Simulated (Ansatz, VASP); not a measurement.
## One calculation of Si2Ni, two programs

Contents of POSCAR:

```
Si2Ni
1.0
    0.0000000000      2.7234609380      2.7234609380
    2.7234609380      0.0000000000      2.7234609380
    2.7234609380      2.7234609380      0.0000000000
Si Ni
2 1
Direct
    0.2500000000      0.2500000000      0.2500000000
    0.7500000000      0.7500000000      0.7500000000
    0.0000000000      0.0000000000      0.0000000000
```

INCAR.step1

```
SYSTEM = Si2Ni
PREC = Accurate
ENCUT = 520
ISMEAR = 0
SIGMA = 0.1
LREAL = .False.
LASPH = .True.
NELM = 80
NBANDS = 16
GGA = PE
ALGO = Normal
EDIFF = 1E-4
LWAVE = .True.
LCHARG = .False.
```

The input INCAR.step2:

```
SYSTEM = Si2Ni
PREC = Accurate
ENCUT = 520
EDIFF = 1E-7
ISMEAR = 0
SIGMA = 0.1
LREAL = .False.
LASPH = .True.
NELM = 80
ALGO = Normal
ISIF = 2
LWAVE = .False.
LCHARG = .False.
METAGGA = R2SCAN
LMIXTAU = .True.
NBANDS = 16
ISTART = 1
```

Contents of KPOINTS:

```
regular mesh
0
Gamma
  14 14 14
  0 0 0
```

Input for Ansatz:

```yaml
crystal:
  lattice:
    - [0.0, 2.723460938, 2.723460938]
    - [2.723460938, 0.0, 2.723460938]
    - [2.723460938, 2.723460938, 0.0]
  atoms:
    - { symbol: Si, position: [0.25, 0.25, 0.25] }
    - { symbol: Si, position: [0.75, 0.75, 0.75] }
    - { symbol: Ni, position: [0.0, 0.0, 0.0] }
basis:
  ecutwfc: 500
kpoints:
  mp_grid: { grid: [14, 14, 14] }
  band_path:
    path:
      - [[0.0, 0.0, 0.0], [0.5, 0.0, 0.5], [0.625, 0.25, 0.625]]
      - [[0.375, 0.375, 0.75], [0.0, 0.0, 0.0], [0.5, 0.5, 0.5], [0.5, 0.25, 0.75], [0.5, 0.0, 0.5]]
    npoints: 14
hamiltonian:
  xc: r2scan
scf:
  occupations: { method: gaussian, width: 0.1 }
  n_extra_bands: 7
output:
  forces: true
  stress: true
  eigenvalues: true
  populations: true
  dos: { projected: true, de: 0.02, nscf_kmesh: { grid: [17, 17, 17] } }
  bader: true
  write_density: true
  write_potential: true
  elf: true
  volumetric_format: npy
```

Alike in both runs: task single point; functional r2SCAN; k mesh 14 × 14 × 14; occupations gaussian, width 0.1 eV; no spin polarisation.

|  | VASP | Ansatz |
| --- | --- | --- |
| version | VASP 6.6.1 | Ansatz 0.2.0 |
| potentials or method | VASP PAW PBE potentials, release 64 (Si, Ni) | scalar-relativistic, plane waves, PAW |
| plane-wave cutoff (eV) | 520 | 500 |
| valence electrons in the cell | 18 | 26 |

|  | VASP | Ansatz | Ansatz less VASP |
| --- | --- | --- | --- |
| gap on the k mesh at the Fermi level (eV) | none | none | - |
| pressure (GPa) | -5.0 | -5.0 | +0.05 |

A gap of «none» marks a metal or a gap that the smearing closes. The two sets of potentials don't hold the same shells in valence.

Caveats: the PAW data sets were made with another functional, which shifts forces and pressure a little (VASP). Spin polarisation is off, so any magnetic state and its effect on volume and gap are missing.
